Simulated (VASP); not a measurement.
## CdS (F-43m) under biaxial strain in the (001) plane

How do the elastic response and the band edges of CdS follow biaxial strain in the (001) plane?

Method: LDA; plane waves and PAW (Cd, S); cell typed or built by script, in the first sound run; inputs show where later runs differ, in VASP 6.6.1.

**1. Set-up**

Symmetry: F-43m, No. 216, cubic system. The conventional cell has a = 5.820 Å, b = 5.820 Å, c = 5.820 Å, α = 90.00°, β = 90.00°, γ = 90.00°. Nearest to Cd lie 4 S at 2.52 Å. Nearest to S lie 4 Cd at 2.52 Å. Farther neighbours and most contacts between anions are not listed.

Structure file:

```xyz
2
Lattice="0.0000 2.9100 2.9100 2.9100 0.0000 2.9100 2.9100 2.9100 0.0000" Properties=species:S:1:pos:R:3 pbc="T T T"
Cd    0.0000    0.0000    0.0000
S     1.4550    1.4550    1.4550
```

**2. Relax the crystal, LDA**

The series starts from the cell that this level prefers, so that zero strain is near zero stress.

This step took 2 runs in a row; the last is shown.

Level: LDA; plane waves and PAW (Cd, S); cell typed or built by script.

INCAR reads:

```
SYSTEM = CdS
PREC = Accurate
ENCUT = 450
EDIFF = 1E-07
NELM = 120
ISMEAR = 0
SIGMA = 0.02
LREAL = .FALSE.
ALGO = Normal
GGA = CA
NBANDS = 15
LASPH = .TRUE.
LORBIT = 11
LWAVE = .FALSE.
LCHARG = .FALSE.
KPAR = 12
IBRION = 2
NSW = 40
ISIF = 3
EDIFFG = -0.005
POTIM = 0.4
```

POSCAR reads:

```
CdS
1.0
    0.0000000000      2.8843989593      2.8843989593
    2.8843989593      0.0000000000      2.8843989593
    2.8843989593      2.8843989593      0.0000000000
Cd S
1 1
Direct
    0.0000000000      0.0000000000      0.0000000000
    0.2500000000      0.2500000000      0.2500000000
```

KPOINTS reads:

```
Automatic mesh
0
Gamma
9 9 9
0 0 0
```

Potentials, in the order of the species: Cd and S (LDA family, release 64).

Launch:

```sh
> mpirun -np 12 vasp_std
```

Log:

```text
[banner, memory and clock lines left out]
running   12 mpi-ranks, on    1 nodes
[...]
|                                                                             |
|           W    W    AA    RRRRR   N    N  II  N    N   GGGG   !!!           |
|           W    W   A  A   R    R  NN   N  II  NN   N  G    G  !!!           |
|           W    W  A    A  R    R  N N  N  II  N N  N  G       !!!           |
|           W WW W  AAAAAA  RRRRR   N  N N  II  N  N N  G  GGG   !            |
|           WW  WW  A    A  R   R   N   NN  II  N   NN  G    G                |
|           W    W  A    A  R    R  N    N  II  N    N   GGGG   !!!           |
|                                                                             |
|     For optimal performance we recommend to set                             |
|       NCORE = 2 up to number-of-cores-per-socket                            |
|     NCORE specifies how many cores store one orbital (NPAR=cpu/NCORE).      |
|     This setting can greatly improve the performance of VASP for DFT.       |
[...]
DAV:   4    -0.792118473965E+01   -0.23619E-01   -0.23617E-01  1323   0.402E+00
[...]
DAV:  12    -0.740676476972E+01    0.46261E-05   -0.18499E-05  1581   0.599E-02    0.643E-03
DAV:  13    -0.740676485038E+01   -0.80655E-07   -0.12593E-06  1197   0.930E-03    0.172E-03
DAV:  14    -0.740676485268E+01   -0.23001E-08   -0.26682E-08   728   0.146E-03
   1 F= -.74067649E+01 E0= -.74067649E+01  d E =-.740676E+01
[...]
N       E                     dE             d eps       ncg     rms          rms(c)
DAV:   1    -0.740683315246E+01   -0.68302E-04   -0.12254E-03  1120   0.453E-01    0.612E-02
DAV:   2    -0.740677354749E+01    0.59605E-04   -0.13797E-04  1246   0.186E-01    0.227E-02
DAV:   3    -0.740676808820E+01    0.54593E-05   -0.13229E-05  1323   0.417E-02    0.188E-02
DAV:   4    -0.740676744251E+01    0.64569E-06   -0.89516E-07  1127   0.937E-03    0.372E-03
DAV:   5    -0.740676738967E+01    0.52845E-07   -0.10868E-07   631   0.588E-03
   2 F= -.74067674E+01 E0= -.74067674E+01  d E =-.253699E-05
 trial-energy change:   -0.000003  1 .order   -0.000002   -0.000007    0.000002
 step:   0.7588(harm=  0.7588)  dis= 0.00000  next Energy=    -7.406767 (dE=-0.247E-05)
 reached required accuracy - stopping structural energy minimisation
```

Wall time 6 s (12 MPI ranks of AMD EPYC 7R43, shared host); peak memory 1.6 GiB; 59 s of CPU time.

Lines that name or quote the potential files are left out of all logs, and their timing lines are given in words.

OUTCAR, selected parts (step 2):

```text
  Total        0.0033728      0.0033728      0.0033728      0.0000000     -0.0000000      0.0000000
  in kB        0.1126613      0.1126613      0.1126613      0.0000000     -0.0000000      0.0000000
  external PRESSURE =       0.1126613 kB  Pullay stress =       0.0000000 kB

 POSITION                                       TOTAL-FORCE (eV/Angst)
 -----------------------------------------------------------------------------------
      0.00000      0.00000      0.00000        -0.000000      0.000000     -0.000000
      1.44190      1.44190      1.44190         0.000000     -0.000000      0.000000
 -----------------------------------------------------------------------------------
    total drift:                                0.000000      0.000000      0.000000

  FREE ENERGIE OF THE ION-ELECTRON SYSTEM (eV)
  ---------------------------------------------------
  free  energy   TOTEN  =        -7.4067673897 eV

  energy  without entropy=       -7.4067673897  energy(sigma->0) =       -7.40676739

 reached required accuracy - stopping structural energy minimisation

[... 3 further parts left out ...]
[key lines of the parts left out:]
E-fermi :   1.5849
```

Numbers from this step:

- energy(sigma→0) of the program: -7.4068 eV
- stress, compression positive: xx, yy, zz 0.01, 0.01, 0.01 GPa
- volume: 47.966 Å³
- ionic steps: 2

**3. Strain along the normal, LDA**

One member in full: the plane is strained by 1.5 %, and the strain along the normal is moved by secant steps until the normal stress is under 0.012 GPa or five steps are spent; the atoms relax at each step.

This step took 3 runs, each at a new trial strain with the atoms of the one before; the last is shown.

Level: LDA; plane waves and PAW (Cd, S); cell typed or built by script.

Edit INCAR of step 2 so:

```diff
@@ -15,7 +15,7 @@
 LCHARG = .FALSE.
-KPAR = 12
-IBRION = 2
-NSW = 40
-ISIF = 3
-EDIFFG = -0.005
-POTIM = 0.4
+KPAR = 3
+IBRION = 1
+NSW = 25
+ISIF = 2
+EDIFFG = -0.004
+POTIM = 0.3
```

POSCAR reads:

```
CdS
1.0
    0.0000000000      2.9270654970      2.8177333080
    2.9270654970      0.0000000000      2.8177333080
    2.9270654970      2.9270654970      0.0000000000
Cd S
1 1
Direct
    0.0000000000      0.0000000000      0.0000000000
    0.2500000000      0.2500000000      0.2500000000
```

KPOINTS is that of step 2.

Launch:

```sh
> mpirun -np 3 vasp_std
```

Log:

```text
[banner, memory and clock lines left out]
running    3 mpi-ranks, on    1 nodes
[...]
LDA part: xc-table for (Slater(with rela. corr.)+CA(PZ))
 , standard interpolation
 POSCAR, INCAR and KPOINTS ok, starting setup
[...]
entering main loop
       N       E                     dE             d eps       ncg     rms          rms(c)
DAV:   1     0.100019520767E+03    0.10002E+03   -0.84074E+03  2330   0.983E+02
DAV:   2    -0.397408136758E+01   -0.10399E+03   -0.98919E+02  2691   0.258E+02
DAV:   3    -0.789457986049E+01   -0.39205E+01   -0.39129E+01  2810   0.520E+01
DAV:   4    -0.791899025975E+01   -0.24410E-01   -0.24407E-01  2789   0.405E+00
[...]
DAV:  12    -0.740383462070E+01    0.49887E-05   -0.18901E-05  3428   0.598E-02    0.637E-03
DAV:  13    -0.740383471998E+01   -0.99279E-07   -0.13037E-06  2516   0.913E-03    0.174E-03
DAV:  14    -0.740383472129E+01   -0.13119E-08   -0.22534E-08  1783   0.139E-03
   1 F= -.74038347E+01 E0= -.74038347E+01  d E =-.740383E+01
 BRION: g(F)=  0.254E-45 g(S)=  0.000E+00
 reached required accuracy - stopping structural energy minimisation
```

The job ended after 30 s (3 MPI ranks; peak memory 0.4 GiB).

Parts of OUTCAR (step 3):

```text
  Total       -0.2187884     -0.2187884     -0.0000818      0.0000000      0.0000000      0.0000000
  in kB       -7.2600581     -7.2600581     -0.0027144      0.0000000      0.0000000      0.0000000
  external PRESSURE =      -4.8409435 kB  Pullay stress =       0.0000000 kB

 POSITION                                       TOTAL-FORCE (eV/Angst)
 -----------------------------------------------------------------------------------
      0.00000      0.00000      0.00000         0.000000      0.000000      0.000000
      1.46353      1.46353      1.40887         0.000000      0.000000     -0.000000
 -----------------------------------------------------------------------------------
    total drift:                                0.000001      0.000001     -0.000002

  FREE ENERGIE OF THE ION-ELECTRON SYSTEM (eV)
  ---------------------------------------------------
  free  energy   TOTEN  =        -7.4038347213 eV

  energy  without entropy=       -7.4038347213  energy(sigma->0) =       -7.40383472

[... 1 part as in an earlier step ...]

[... 3 further parts left out ...]
[key lines of the parts left out:]
E-fermi :   1.6049
```

Numbers from this step:

```
energy(sigma→0) of the program : -7.4038 eV
stress, compression positive   : xx, yy, zz -0.73, -0.73, 0.00 GPa
ionic steps                    : 1
```

**4. Band edges, TB-mBJ with spin-orbit coupling**

Short lines in KPOINTS_OPT sample the zone centre along and across the normal of the plane, for masses, and the other valleys.

Level: TB-mBJ, spin-orbit coupling; plane waves and PAW (Cd, S); cell typed or built by script.

TB-mBJ has no energy functional, so the total energy, stress and pressure in this output mean nothing.

INCAR reads:

```
SYSTEM = CdS
PREC = Accurate
ENCUT = 450
EDIFF = 1E-06
NELM = 150
ISMEAR = 0
SIGMA = 0.02
LREAL = .FALSE.
ALGO = Normal
METAGGA = MBJ
LASPH = .TRUE.
LNONCOLLINEAR = .TRUE.
MAGMOM = 0 0 0 0 0 0
NBANDS = 28
GGA_COMPAT = .FALSE.
LSORBIT = .TRUE.
LWAVE = .FALSE.
LCHARG = .FALSE.
KPAR = 3
```

POSCAR is that of step 3.

KPOINTS reads:

```
Automatic mesh
0
Gamma
7 7 7
0 0 0
```

KPOINTS_OPT reads:

```
Line mode
6
Line-mode
Reciprocal
  0.00000000   0.00000000   0.00000000
  0.02242281   0.02242281   0.00000000

  0.00000000   0.00000000   0.00000000
  0.00000000  -0.02329285  -0.02329285

  0.31000000   0.31000000   0.00000000
  0.50000000   0.50000000   0.00000000

  0.00000000   0.31000000   0.31000000
  0.00000000   0.50000000   0.50000000

  0.45000000   0.45000000   0.45000000
  0.50000000   0.50000000   0.50000000

  0.45000000   0.00000000   0.00000000
  0.50000000   0.00000000   0.00000000

  0.42500000   0.42500000   0.00000000
  0.42500000   0.44829285   0.02329285

  0.50000000   0.50000000   0.50000000
  0.48352947   0.51647053   0.50000000
```

Launch:

```sh
> mpirun -np 3 vasp_ncl
```

Log:

```text
[banner, memory and clock lines left out]
running    3 mpi-ranks, on    1 nodes
[...]
|                                                                             |
|               ----> ADVICE to this user running VASP <----                  |
|                                                                             |
|     You enforced a specific xc type in the INCAR file but a different       |
|     [... a line on the potential file left out ...]
|     I HOPE YOU KNOW WHAT YOU ARE DOING!                                     |
|                                                                             |

 LDA part: xc-table for (None), standard interpolation
 POSCAR, INCAR and KPOINTS ok, starting setup
[...]
entering main loop
       N       E                     dE             d eps       ncg     rms          rms(c)
DAV:   1     0.464795082449E+02    0.46480E+02   -0.81591E+03  3328   0.106E+03
DAV:   2    -0.704047406441E+02   -0.11688E+03   -0.11218E+03  3548   0.293E+02
DAV:   3    -0.762545336265E+02   -0.58498E+01   -0.58104E+01  3788   0.667E+01
DAV:   4    -0.763018133994E+02   -0.47280E-01   -0.47256E-01  3548   0.582E+00
[...]
DAV:  51    -0.740391344134E+02    0.21453E-05   -0.46606E-12  1648   0.323E-05    0.978E-05
DAV:  52    -0.740391374792E+02   -0.30658E-05    0.41792E-13  1648   0.201E-05    0.573E-05
DAV:  53    -0.740391382967E+02   -0.81755E-06    0.15899E-12  1648   0.142E-05
   1 F= -.74039138E+02 E0= -.74039138E+02  d E =-.366525E-24  mag=     0.0000    -0.0000    -0.0000
 Start KPOINTS_OPT (optional k-point list driver)
k-point batch [1-48\48]
       N       E                     dE             ncg
DAV:   1     0.257986291539E+04   -0.14896E+05     2728
DAV:   2    -0.317296983322E+04   -0.57528E+04     2968
DAV:   3    -0.343639136291E+04   -0.26342E+03     3148
DAV:   4    -0.343816293825E+04   -0.17716E+01     3224
DAV:   5    -0.343818259237E+04   -0.19654E-01     3300
DAV:   6    -0.343818299017E+04   -0.39780E-03     3252
DAV:   7    -0.343818300216E+04   -0.11993E-04     3280
DAV:   8    -0.343818300262E+04   -0.46197E-06     2228
```

The job ended after 8.6 min (3 MPI ranks; peak memory 1.1 GiB; 24 min of CPU time).

Parts of OUTCAR (step 4):

```text
  LATTYP: Found a body centered tetragonal cell.
 ALAT       =     4.1394957238
 C/A-ratio  =     1.3613896455

 Subroutine GETGRP returns: Found  8 space group operations
 (whereof  8 operations were pure point group operations)

The static configuration has the point symmetry D_2d.

 Found     58 irreducible k-points:

   k-points           NKPTS =     58   k-points in BZ     NKDIM =     58   number of bands    NBANDS=     28

   dimension x,y,z NGX =    28 NGY =   28 NGZ =   30
   dimension x,y,z NGXF=    56 NGYF=   56 NGZF=   60

   ENCUT  =  450.0 eV  33.07 Ry    5.75 a.u.   7.03  7.03  7.16*2*pi/ulx,y,z

   NELECT =      18.0000    total number of electrons

 E-fermi :   2.0443

 k-point     1 :       0.0000    0.0000    0.0000
  band No.  band energies     occupation
    ...
     14       1.7970      1.00000
     15       1.8174      1.00000
     16       1.8174      1.00000
     17       1.9087      1.00000
     18       1.9087      1.00000
     19       4.5197      0.00000
     20       4.5197      0.00000
     21       9.2364      0.00000
     22       9.2364      0.00000
     23       9.6114      0.00000
    ...

 k-point     2 :       0.1429   -0.0000    0.0000
  band No.  band energies     occupation
    ...
     14       0.8786      1.00000
     15       1.6510      1.00000
     16       1.6619      1.00000
     17       1.7347      1.00000
     18       1.7502      1.00000
     19       5.2935      0.00000
     20       5.2939      0.00000
     21       9.1386      0.00000
     22       9.1949      0.00000
     23       9.6423      0.00000
    ...

  Total      -37.5397668    -37.5397668    -37.2444801      0.0000000      0.0000000      0.0000000
  in kB    -1245.6825765  -1245.6825765  -1235.8840740      0.0000000      0.0000000      0.0000000
  external PRESSURE =   -1242.4164090 kB  Pullay stress =       0.0000000 kB

 POSITION                                       TOTAL-FORCE (eV/Angst)
 -----------------------------------------------------------------------------------
      0.00000      0.00000      0.00000         0.000000      0.000000      0.000000
      1.46353      1.46353      1.40887        -0.000000     -0.000000     -0.000000
 -----------------------------------------------------------------------------------
    total drift:                                0.000003      0.000003      0.000001

  FREE ENERGIE OF THE ION-ELECTRON SYSTEM (eV)
  ---------------------------------------------------
  free  energy   TOTEN  =       -74.0391382967 eV

  energy  without entropy=      -74.0391382967  energy(sigma->0) =      -74.03913830

 Spin-Orbit-Coupling matrix elements
 Ion:    1  E_soc:     -0.0529609
 Ion:    2  E_soc:     -0.0023284

[... 1 part as in an earlier step ...]

[... 7 further parts left out ...]
```

**5. Band edges, r2SCAN with spin-orbit coupling**

Short lines in KPOINTS_OPT sample the zone centre along and across the normal of the plane, for masses, and the other valleys.

Level: r2SCAN, spin-orbit coupling; plane waves and PAW (Cd, S); cell typed or built by script.

Edit INCAR of step 4 so:

```diff
@@ -4,3 +4,3 @@
 EDIFF = 1E-06
-NELM = 150
+NELM = 100
 ISMEAR = 0
@@ -9,3 +9,3 @@
 ALGO = Normal
-METAGGA = MBJ
+METAGGA = R2SCAN
 LASPH = .TRUE.
```

POSCAR is that of step 4.

KPOINTS is that of step 4.

KPOINTS_OPT is that of step 4.

Launch:

```sh
> mpirun -np 3 vasp_ncl
```

Log:

```text
[banner, memory and clock lines left out]
running    3 mpi-ranks, on    1 nodes
[...]
[... a notice as in an earlier step ...]

 LDA part: xc-table for (None), standard interpolation
 POSCAR, INCAR and KPOINTS ok, starting setup
[...]
entering main loop
       N       E                     dE             d eps       ncg     rms          rms(c)
DAV:   1    -0.282339286906E+03   -0.28234E+03   -0.83283E+03  3328   0.108E+03
DAV:   2    -0.401438089742E+03   -0.11910E+03   -0.11420E+03  3532   0.297E+02
DAV:   3    -0.407656540537E+03   -0.62185E+01   -0.61768E+01  3844   0.699E+01
DAV:   4    -0.407713068386E+03   -0.56528E-01   -0.56496E-01  3600   0.641E+00
[...]
DAV:  12    -0.402616814991E+03    0.31263E-04   -0.22269E-04  3500   0.219E-01    0.389E-02
DAV:  13    -0.402616817552E+03   -0.25607E-05   -0.18575E-05  3516   0.453E-02    0.124E-02
DAV:  14    -0.402616816589E+03    0.96261E-06   -0.16980E-06  3448   0.153E-02
   1 F= -.40261682E+03 E0= -.40261682E+03  d E =-.138717E-26  mag=     0.0000    -0.0000     0.0000
 Start KPOINTS_OPT (optional k-point list driver)
k-point batch [1-48\48]
       N       E                     dE             ncg
DAV:   1     0.193932616631E+04   -0.15536E+05     2728
DAV:   2    -0.389943064133E+04   -0.58388E+04     2960
DAV:   3    -0.418668134151E+04   -0.28725E+03     3160
DAV:   4    -0.418909869227E+04   -0.24174E+01     3192
DAV:   5    -0.418913522170E+04   -0.36529E-01     3180
DAV:   6    -0.418913606703E+04   -0.84533E-03     3212
DAV:   7    -0.418913609282E+04   -0.25788E-04     3264
DAV:   8    -0.418913609366E+04   -0.84418E-06     2320
```

Elapsed: 9.8 min, on 3 MPI ranks; peak memory 1 GiB.

[end of part 1 of 2]

[Lines on the potential files, build, host, timing and source positions are cut from VASP's logs without a mark.]

[Logs are printed without paths, hosts, clocks, repeated set-up lines and the standing remarks that a program may print on its own settings, such as how far it seeks lower states.]

[Hosts, paths, dates, database ids (printed as entryN), source tags and the programs' standing remarks are cut or masked in the printed files.]

[In band tables of VASP the shares of atoms and orbitals are scaled to a sum of 1 inside the atoms' spheres.]
